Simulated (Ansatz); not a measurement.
Relaxed (111) slab cut from SnSe (space group Fm-3m (No. 225)); the slab's formula is Sn4Se3, its outer planes Sn (top) and Sn (bottom):

```
CELL_PARAMETERS angstrom
4.20411 0.00000 0.00000
-2.10205 3.64087 0.00000
0.00000 0.00000 25.29792
ATOMIC_POSITIONS crystal
Sn 0.66667 0.33333 0.29630
Se 0.00000 0.00000 0.35825
Sn 0.33333 0.66667 0.43233
Se 0.66667 0.33333 0.50000
Sn 0.00000 0.00000 0.56767
Se 0.33333 0.66667 0.64175
Sn 0.66667 0.33333 0.70370
```

All numbers below come from Ansatz, DFT PBEsol, scalar-relativistic, plane waves, PAW. Plane waves to 420 eV, a k mesh through Γ of 9×9×1 on the computed 7-atom cell and Gaussian smearing (0.05 eV); no spin polarisation. The cell repeats along c with a dipole correction in the vacuum.

The potential is the smooth part; its values at the atoms depend on the PAW datasets.

Q: How does the plane-averaged electrostatic potential energy of an electron run along c, counted from the Fermi level?

A: (z (Å), V (eV)): (2.53, 3.63), (2.81, 3.63), (3.09, 3.63), (3.37, 3.63), (3.65, 3.63), (3.94, 3.63), (4.22, 3.62), (4.50, 3.61), (4.78, 3.59), (5.06, 3.54), (5.34, 3.46), (5.62, 3.29), (5.90, 2.94), (6.18, 2.27), (6.47, 0.88), (6.75, -1.39), (7.03, -2.20), (7.31, -1.30), (7.59, -1.20), (7.87, -2.68), (8.15, -3.99), (8.43, -4.11), (8.71, -3.40), (8.99, -2.95), (9.28, -2.71), (9.56, -2.49), (9.84, -1.81), (10.12, -2.03), (10.40, -2.61), (10.68, -1.64), (10.96, -0.99), (11.24, -2.01), (11.52, -3.05), (11.81, -3.00), (12.09, -2.98), (12.37, -2.86), (12.65, -2.77), (12.93, -2.86), (13.21, -2.98), (13.49, -3.00), (13.77, -3.05), (14.05, -2.01), (14.34, -0.99), (14.62, -1.64), (14.90, -2.61), (15.18, -2.03), (15.46, -1.81), (15.74, -2.49), (16.02, -2.71), (16.30, -2.95), (16.58, -3.40), (16.87, -4.11), (17.15, -3.99), (17.43, -2.68), (17.71, -1.20), (17.99, -1.30), (18.27, -2.20), (18.55, -1.39), (18.83, 0.88), (19.11, 2.27), (19.40, 2.94), (19.68, 3.29), (19.96, 3.46), (20.24, 3.54), (20.52, 3.59), (20.80, 3.61), (21.08, 3.62), (21.36, 3.63), (21.64, 3.63), (21.92, 3.63), (22.21, 3.63), (22.49, 3.63), (22.77, 3.63)

The vacuum level lies 3.63 eV above the Fermi level.

The reference crystal is the rock-salt form of SnSe, which isn't its usual structure.

Cost: 1 run of about 3.5 core-minutes, on Arm Neoverse V1 (shared hosts).